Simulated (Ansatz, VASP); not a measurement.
## One calculation of InP, two programs

File INCAR:

```
PREC = Accurate
ENCUT = 520
EDIFF = 1E-7
ISMEAR = 0
SIGMA = 0.05
LREAL = False
LASPH = True
NELM = 60
ALGO = Normal
ISIF = 2
LWAVE = False
LCHARG = False
GGA = PE
NBANDS = 16
```

KPOINTS

```
Automatic mesh
0
Gamma
  10 10 10
```

File POSCAR:

```
InP
1.0
    0.0000000000      2.9800342037      2.9353336906
    2.9800342037      0.0000000000      2.9353336906
    2.9800342037      2.9800342037      0.0000000000
In P
1 1
Direct
    0.0000000000      0.0000000000      0.0000000000
    0.7500000000      0.7500000000      0.7500000000
```

Input for Ansatz:

```yaml
crystal:
  lattice:
    - [0.0, 2.9800342037, 2.9353336906]
    - [2.9800342037, 0.0, 2.9353336906]
    - [2.9800342037, 2.9800342037, 0.0]
  atoms:
    - { symbol: In, position: [0.0, 0.0, 0.0] }
    - { symbol: P, position: [0.75, 0.75, 0.75] }
basis:
  ecutwfc: 420
kpoints:
  mp_grid: { grid: [10, 10, 10] }
hamiltonian:
  xc: pbe
scf:
  occupations: { method: gaussian, width: 0.05 }
output:
  forces: true
  stress: true
  eigenvalues: true
```

Change from the starting cell: strain +0.000 along x and y, -0.015 along z, atoms carried along.

Alike in both runs: task single point; functional PBE; k mesh 10 × 10 × 10; occupations gaussian, width 0.05 eV; no spin polarisation.

|  | VASP | Ansatz |
| --- | --- | --- |
| version | VASP 6.6.1 | Ansatz 0.2.0 |
| potentials or method | VASP PAW PBE potentials, release 64 (In_d, P) | scalar-relativistic, plane waves, PAW |
| plane-wave cutoff (eV) | 520 | 420 |
| valence electrons in the cell | 18 | 18 |

|  | VASP | Ansatz | Ansatz less VASP |
| --- | --- | --- | --- |
| gap on the k mesh at the Fermi level (eV) | 0.47 | 0.48 | +0.003 |
| least direct gap on the mesh (eV) | 0.47 | 0.48 | +0.003 |
| pressure (GPa) | 0.9 | 0.9 | +0.05 |
| largest component of the traceless stress (GPa) | 0.40 | 0.40 | 0.000 |

With one functional, cell and mesh, what is left measures potentials, basis and numerics.

Caveats: spin-orbit coupling is left out, which moves the levels of the heavy elements.
